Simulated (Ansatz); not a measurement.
**TiAl₃: strain energy, fitted**

TiAl₃, I4/mmm, a = 3.824 Å, c = 8.564 Å. Ansatz: r2SCAN, PAW, 500 eV, Γ-centred 10×10×4 mesh on 8 atoms, Gaussian smearing 0.10 eV; no spin polarisation. Series: equal strain along all axes, cell held, atoms fixed by symmetry; x is the strain in per cent. y is the free energy over the unstrained cell, V0 = 15.654 Å³/atom.

| x (%) | y (meV/atom) |
| --- | --- |
| -3.0 | ? |
| -2.0 | 21.29 |
| -1.0 | 5.10 |
| 0.0 | 0.00 |
| 1.0 | 5.04 |
| 2.0 | 19.33 |
| 3.0 | 42.06 |

Task: Fit y = c2 x² + c3 x³ to the other rows, turn c2 into a modulus, and predict the missing energy.

Result: Least squares on the rows shown. y = 5.0663 x² − 0.12950 x³. In eV per unit strain² c2 is 50.66; the stiffness is B for this strain (E = 9/2 B V0 ε², shape held): 2 × 50.66 × 160.2 / (9 × 15.654) = 115 GPa. The unstrained cell keeps some stress along the strain, worth a slope of 0.12 meV/atom per %, which the form leaves out. At x = -3.0 the fit asked for gives 49.09 meV/atom. The run gave 49.58 meV/atom, so the fit is 0.49 meV/atom too low, 0.99 % of the span of the series, against an rms of 0.08 meV/atom on the fitted rows. The row lies outside the fitted range. With a term in x⁴ added, a fit to the same known rows predicts 48.64 meV/atom, further off still.